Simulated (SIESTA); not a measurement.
## MoS2: equation of state with PBEsol

MoS2, a slab with vacuum:

```xyz
9
Lattice="3.1840 0.0000 0.0000 -1.5920 2.7574 0.0000 0.0000 0.0000 28.3873" Properties=species:S:1:pos:R:3 pbc="T T T"
Mo    0.0000    1.8383    6.4770
Mo    0.0000    1.8383   21.9103
Mo    1.5920    0.9191    0.0000
S     1.5920    0.9191    4.9250
S     1.5920    0.9191   20.3590
S     0.0000    1.8383   26.8355
S     1.5920    0.9191    8.0283
S     1.5920    0.9191   23.4623
S     0.0000    1.8383    1.5518
```

```yaml
Program: SIESTA 5.4.2
Task: equation of state
Functional: PBEsol
Potentials_or_basis: PseudoDojo 0.4 standard (PBEsol files)
Basis: DZP (energy shift 0.003 Ry; two zetas on semicore shells)
Grid_cutoff: 800 Ry
Energy_shift: 0.003 Ry
k_mesh: 8 × 8 × 1
Occupations: fermi-dirac, width 0.05 eV
Spin: no spin polarisation
```

```
Equilibrium volume                        : 27.63 Å³/atom
Bulk modulus at fixed shape and positions : 100 GPa
Pressure derivative of the bulk modulus   : 4.4
```

Energy against volume, from the lowest point:
| volume (Å³/atom) | energy (meV/atom) |
| --- | --- |
| 26.031 | 31.97 |
| 26.585 | 13.11 |
| 27.139 | 2.75 |
| 27.693 | 0.00 |
| 28.246 | 4.10 |
| 28.800 | 14.38 |
| 29.354 | 30.16 |

All runs of the series together: 14 min on 1 thread of Intel(R) Xeon(R) 6975P-C (Granite Rapids) (shared host).

Caveat: the cell was scaled at fixed shape and fractional positions, which overstates the stiffness of a crystal with free parameters, most of all of layers and chains; the basis of atomic orbitals isn't converged, which shifts pressures, moduli and gaps.
